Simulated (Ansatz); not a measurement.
Input and command of a plane-wave DFT calculation in Ansatz:

```yaml
crystal:
  lattice:
    - [3.1829541699, 0.0, 0.0]
    - [-1.591477085, 2.7565191702, 0.0]
    - [0.0, 0.0, 28.53221786]
  atoms:
    - { symbol: W, position: [0.6666666667, 0.3333333333, 0.65928643] }
    - { symbol: W, position: [0.3333333333, 0.6666666667, 0.88553378] }
    - { symbol: W, position: [0.3333333333, 0.6666666667, 0.43436168] }
    - { symbol: S, position: [0.6666666667, 0.3333333333, 0.94018573] }
    - { symbol: S, position: [0.6666666667, 0.3333333333, 0.48903042] }
    - { symbol: S, position: [0.3333333333, 0.6666666667, 0.71395221] }
    - { symbol: S, position: [0.6666666667, 0.3333333333, 0.83084828] }
    - { symbol: S, position: [0.6666666667, 0.3333333333, 0.37971025] }
    - { symbol: S, position: [0.3333333333, 0.6666666667, 0.60462521] }
basis:
  ecutwfc: 420
kpoints:
  mp_grid: { grid: [12, 12, 1] }
hamiltonian:
  xc: pbesol
scf:
  occupations: { method: fermi_dirac, width: 0.08 }
output:
  forces: true
  stress: true
  eigenvalues: true
```

```bash
ansatz run input.yaml --threads 2 --pin off --max-ram 5120MiB --backend cpu --events-out ev --progress --plain --runs-dir out
```

Processor: Intel(R) Xeon(R) Processor @ 2.70GHz, 2 threads, on a host shared with other jobs.

Task: How long does it run, and how much memory does it take?

Result: About 9.5 s on 2 threads of Intel(R) Xeon(R) Processor @ 2.70GHz, with other jobs on the host, peak memory 0.57 GiB. It solves 48 bands at 19 k points (the mesh reduced by the symmetry that the task leaves, which can be less than the crystal's) with about 4931 plane waves, in 9 SCF iterations.
